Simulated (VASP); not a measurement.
A run of VASP 6.6.1 is set up as follows.

INCAR

```
PREC = Accurate
ENCUT = 520
EDIFF = 1E-6
ISMEAR = 0
SIGMA = 0.012
LREAL = F
LASPH = T
NELM = 60
ALGO = Fast
ISIF = 2
LWAVE = F
LCHARG = F
GGA = PE
NBANDS = 60
```

Contents of KPOINTS:

```
regular mesh
0
Gamma
  8 8 4
```

Contents of POSCAR:

```
TiO2
1.0
    6.1535771931     -1.8834685000      0.0000000000
    6.1535771931      1.8834685000      0.0000000000
   -1.9283261078      0.0000000000      6.3289668713
Ti O
4 8
Direct
    0.9000710000      0.9000710000      0.2896020000
    0.1952860000      0.1952860000      0.2837620000
    0.0999290000      0.0999290000      0.7103980000
    0.8047140000      0.8047140000      0.7162380000
    0.3619310000      0.3619310000      0.2933970000
    0.2634885000      0.2634885000      0.6525000000
    0.8671885000      0.8671885000      0.9952910000
    0.7365115000      0.7365115000      0.3475000000
    0.9416475000      0.9416475000      0.6300210000
    0.1328115000      0.1328115000      0.0047090000
    0.6380690000      0.6380690000      0.7066030000
    0.0583525000      0.0583525000      0.3699790000
```

Potentials or basis: VASP PAW PBE potentials, release 64 (Ti_sv, O).

Run with:

```bash
$ cat potpaw_PBE.64/Ti_sv/POTCAR potpaw_PBE.64/O/POTCAR > POTCAR
$ mpirun -np 1 vasp_std > vasp.out
```

Question: What does it give for the band gap on the k mesh?

Answer: 2.73 eV, indirect (least direct gap 2.90 eV).

Question: Estimate the pressure.

Answer: -0.6 GPa.

Question: What does it give for the largest force?

Answer: 0.115 eV/Å.

Forces on the atoms (eV/Å):
```
Ti   0.006  0.000 -0.047
Ti  -0.055  0.000 -0.102
Ti  -0.006  0.000  0.047
Ti   0.055  0.000  0.102
O   -0.022  0.000 -0.011
O   -0.001  0.000  0.028
O   -0.039  0.000 -0.011
O    0.001  0.000 -0.028
O    0.004  0.000  0.019
O    0.039  0.000  0.011
O    0.022  0.000  0.011
O   -0.004  0.000 -0.019
```

A k mesh can miss the band edges. Expect the measured gap to be larger: semilocal functionals such as PBE lack the derivative discontinuity.
